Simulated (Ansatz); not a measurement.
# Na2S: what the electron mass says about interband coupling

Level of theory: DFT PBE, scalar-relativistic, plane waves, PAW (Ansatz).

Settings: cutoff 420 eV, Γ-centred mesh 8×8×8 on the computed 3-atom cell, Gaussian smearing of 0.02 eV; no spin polarisation.

Relaxed cell: Fm-3m, a = 6.568 Å, b = 6.568 Å, c = 6.568 Å, α = 90.00°, β = 90.00°, γ = 90.00°, 3 atoms in the primitive cell.

The direct gap at Γ is 2.447 eV, and at Γ the conduction band has a mass of 0.2883 mₑ and the lightest hole 0.4293 mₑ, both along x.

Problem. Use two-band k·p theory to get the Kane energy. As an exercise, what mass follows if the true gap is 1.5 times the computed one (semilocal functionals can miss by more, threefold or worse in zinc and cadmium oxides)?

Solution. Coupling to the valence top alone gives mₑ/m* = 1 + E_P/E_g, so E_P = E_g (mₑ/m* − 1) = 2.447 × (3.47 − 1) = 6.0 eV. The light hole is the mirror band, mₑ/mₗₕ = E_P/E_g − 1, and gives 8.1 eV; the spread shows what other bands add. Fits to experiment give about 15 to 31 eV for common tetrahedral semiconductors; the figure from the electron is a net one, lowered by higher conduction bands, and semilocal functionals tend to give less. With E_P fixed and E_g = 3.67 eV the mass becomes 0.378 mₑ: in this model the mass grows with the gap, in proportion where E_P ≫ E_g, which is why functionals that close gaps give light electrons. A correction that opens the gap also strengthens the coupling, so the true mass usually rises less. Remote bands and spin-orbit splitting are left out of the model.

Cost: 3 runs of about 0.49 core-minutes in all, on Arm Neoverse V1 (shared hosts).